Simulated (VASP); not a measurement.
The system is KBr.

```
CELL_PARAMETERS angstrom
-4.04350 0.00000 0.00000
0.00000 4.04350 4.04350
0.00000 4.04350 -4.04350
ATOMIC_POSITIONS crystal
K 0.97670 0.00065 0.99453
K 0.00270 0.50492 0.48147
Br 0.50111 0.50343 0.00316
Br 0.51948 0.99100 0.52084
```

The cell comes from a database or a generator and needn't be the stable form of this composition.

The cell isn't the ideal one: all atoms moved at random, sigma 0.05 Å a component.

| Item | Value |
| --- | --- |
| Program | VASP 6.6.1 |
| Task | relaxation of cell and atoms |
| Functional | PBE |
| Potentials or basis | VASP PAW PBE potentials, release 64 (K_sv, Br) |
| Cutoff | 600 eV |
| k mesh | 7 × 5 × 5 |
| Occupations | gaussian, width 0.05 eV |
| Spin | no spin polarisation |

At the start: pressure 0.2 GPa; volume 33.06 Å³/atom.

Problem. How do energy, volume and symmetry change on relaxing?

Solution. Over 21 steps the energy falls by 6.6 meV/atom and the volume is 33.02 Å³/atom (-0.1 %); space group P4/nmm (No. 129, to 0.05 Å).

Step by step:
```
step  energy change (eV)  largest force (eV/Å)  pressure (GPa)  volume (Å³)
   1              0.0000                0.2186            0.15       132.22
   2             -0.0043                0.1943            0.07       132.82
   3             -0.0123                0.1249           -0.20       134.61
   4             -0.0109                0.0500           -0.59       138.22
   5             -0.0143                0.0681           -0.39       136.26
   6             -0.0187                0.0636           -0.28       135.07
   7             -0.0229                0.0486           -0.04       132.81
   8             -0.0231                0.0476            0.03       132.23
   9             -0.0237                0.0431            0.02       132.22
  10             -0.0251                0.0275            0.01       132.21
  11             -0.0257                0.0235            0.00       132.18
  12             -0.0258                0.0212            0.00       132.19
  13             -0.0257                0.0127            0.00       132.20
  14             -0.0258                0.0135            0.00       132.20
  15             -0.0258                0.0132            0.00       132.19
  16             -0.0258                0.0147            0.00       132.19
  17             -0.0260                0.0165            0.00       132.20
  18             -0.0261                0.0162            0.00       132.21
  19             -0.0263                0.0150            0.00       132.15
  20             -0.0264                0.0105            0.01       132.05
  21             -0.0264                0.0095            0.01       132.06
```

Final structure:
```
CELL_PARAMETERS angstrom
-4.04187 -0.00124 0.00288
-0.00149 4.04550 4.04461
0.00435 4.03928 -4.03823
ATOMIC_POSITIONS crystal
K 0.99681 0.99969 0.00029
K 0.00392 0.50010 0.50054
Br 0.49439 0.50057 0.99954
Br 0.50489 0.99963 0.49963
```
